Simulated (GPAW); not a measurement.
Pm, 1 atom in the cell. The structure is cubic, space group Fm-3m (No. 225). Conventional cell: a = 5.168 Å, b = 5.168 Å, c = 5.168 Å, α = 90.00°, β = 90.00°, γ = 90.00°. Around Pm (site symmetry m-3m) lie 12 Pm at 3.65 Å. This isn't the form of Pm at room conditions, which is double hcp.

```yaml
Program: GPAW 26.7.0
Task: single point
Functional: PBE
Potentials_or_basis: GPAW PAW data sets (gpaw-data 1.2.1)
Cutoff: 800 eV
Basis: pw
k_mesh: 9 × 9 × 9
Occupations: fermi-dirac, width 0.05 eV
Spin: collinear spin, ferromagnetic start
Starting_moments: "[4.0] μB"
Maxiter: 150
```

Potentials or basis: GPAW PAW data sets (gpaw-data 1.2.1), pw.

The run is started by

```sh
$ OMP_NUM_THREADS=1 gpaw run Pm.cif -p 'mode=PW(800),xc=PBE,kpts={size:(9,9,9),gamma:True},occupations={name:fermi-dirac,width:0.05},nbands=19,convergence={density:1e-05,energy:1e-05},maxiter=150,txt=gpaw.txt' --properties efsMm -w gs.gpw --modify 'atoms.set_initial_magnetic_moments([4.0])'
```

Hardware: 1 thread of Arm Neoverse V2 (shared host).

Q: How long does it take, and how much memory?

A: Wall time 62 s on 1 thread of Arm Neoverse V2, with other jobs on the host, peak memory 0.22 GiB. Counts: scf iterations 17, plane waves 1807, bands 19, k points 35.
